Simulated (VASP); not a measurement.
Set up this calculation in VASP 6.6.1, as the native input.

```yaml
Task: single point
Functional: r2SCAN
Potentials_or_basis: VASP PAW PBE potentials, release 64 (Ag)
Cutoff: 520 eV
k_mesh: 9 × 9 × 4
Occupations: gaussian, width 0.1 eV
Spin: no spin polarisation
Dipole_correction: no
Further_INCAR_settings: ALGO = Normal; EDIFF = 1e-06; NBANDS = 18
```

Ag:

```
Ag
1.0
     2.93000    0.00000    0.00000
    -1.46500    2.53745    0.00000
     0.00000    0.00000    4.79000
Ag
2
Direct
  0.33333 0.66667 0.25000
  0.66667 0.33333 0.75000
```

This isn't the form of Ag at room conditions, which is fcc.

One way to write it, as run:

POSCAR

```
Ag
1.0
    2.9300000000      0.0000000000      0.0000000000
   -1.4650000000      2.5374544331      0.0000000000
    0.0000000000      0.0000000000      4.7900000000
Ag
2
Direct
    0.3333333333      0.6666666667      0.2500000000
    0.6666666667      0.3333333333      0.7500000000
```

INCAR.step1

```
SYSTEM = Ag
  PREC = Accurate
  ENCUT = 520
  ISMEAR = 0
  SIGMA = 0.1
  LREAL = .FALSE.
  LASPH = .TRUE.
  NELM = 60
  NBANDS = 18
  GGA = PE
  ALGO = Normal
  EDIFF = 1E-4
  LWAVE = .TRUE.
  LCHARG = .FALSE.
```

INCAR.step2

```
SYSTEM = Ag
  PREC = Accurate
  ENCUT = 520
  EDIFF = 1E-6
  ISMEAR = 0
  SIGMA = 0.1
  LREAL = .FALSE.
  LASPH = .TRUE.
  NELM = 60
  ALGO = Normal
  ISIF = 2
  LWAVE = .FALSE.
  LCHARG = .FALSE.
  METAGGA = R2SCAN
  LMIXTAU = .TRUE.
  NBANDS = 18
  ISTART = 1
```

KPOINTS

```
regular mesh
0
G
  9 9 4
  0 0 0
```

Potentials or basis: VASP PAW PBE potentials, release 64 (Ag).

Command:

```console
$ cat potpaw_PBE.64/Ag/POTCAR > POTCAR
$ cp INCAR.step1 INCAR
$ mpirun -np 1 vasp_std > vasp.out
$ cp INCAR.step2 INCAR
$ mpirun -np 1 vasp_std > vasp.out
```

Results of the run:

| Quantity | Value |
| --- | --- |
| Pressure | -2.6 GPa |
| Band gap on the k mesh | none (metal or under the smearing width) |

Caveat: the PAW data sets were made with another functional, which shifts forces and pressure a little.

It took 45 s on 1 thread of AMD EPYC 9R45 (Zen 5) (shared host), peak memory 0.13 GiB.
